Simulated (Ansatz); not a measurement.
## A series in volume per atom on NbC

All results are calculated (Ansatz 0.2.0). Periodic Kohn-Sham DFT of a crystal at fixed atoms; pressure and stress are positive in compression; the energy is the free energy less that of spherical unpolarised free atoms; site moments are those in the method's own spheres, positive along +z.

Cell of the first row (space group Fm-3m, No. 225):
```
cell vectors (Å)
   0.0000     2.1551     2.1551
   2.1551     0.0000     2.1551
   2.1551     2.1551     0.0000
atoms (fractions of the cell vectors)
Nb  0.00000  0.00000  0.00000
C   0.50000  0.50000  0.50000
```

Settings of every row: method frozen-core PAW; functional PBEsol; relativity scalar; k mesh 14x14x14; filling fermi-dirac; smearing width 0.08 eV; wave cutoff 420 eV; paw set soft_2.

Atom start moment: 0 on all atoms.

Limits: PAW files made with PBE.

```
row  volume per atom (Å³)  pressure (GPa)
  1                10.009           37.44
  2                10.014          37.191
  3                10.222          27.966
  4                10.329          23.577
  5                10.435          19.405
  6                10.542               ?
  7                10.648          11.663
  8                10.754           8.074
  9                10.861           4.662
 10                10.967           1.416
 11                11.074           -1.67
```

Question: what pressure should row 6 give?

Worked fit of pressure. Take u = (V_r/V)^(2/3) − 1 with V_r = 10.541 Å³ an atom, which is twice the finite (Eulerian) strain; such expansions in the strain, on which the Birch-Murnaghan equation of state is built, carry the rest volume and the bulk modulus. The shown rows have u = 0.03513, 0.03478, 0.0207, 0.01364, 0.00676, -0.00671, -0.01325, -0.01974, -0.02607, -0.03235. Least squares give pressure = 15.4543 + 575.464 × u + 1427.03 × u² GPa; a straight line predicts inner rows, each left out in turn, worse (root mean square 0.65 against 0.0099 GPa). The rows lie off it by 0.009, -0.004, -0.012, 0.008, -0.005, 0.006, -0.006, 0.011, -0.006, -0.001 (root mean square 0.0075 GPa). The pressure vanishes at u = -0.0289, or V = 11.02 Å³ an atom, and there the bulk modulus at fixed shape and fractions is B = −V dP/dV = (2/3)(1 + u) dP/du = 319 GPa. The withheld row has u = -6e-05, so the fit gives 15.4543 + 575.464 × (-6e-05) + 1427.03 × (-6e-05)² = 15.420 GPa.

The calculation gave 15.436 GPa. The fit lies 0.016 GPa (0.041 % of the column's range) below it; its largest miss of a shown row is 0.012 GPa.
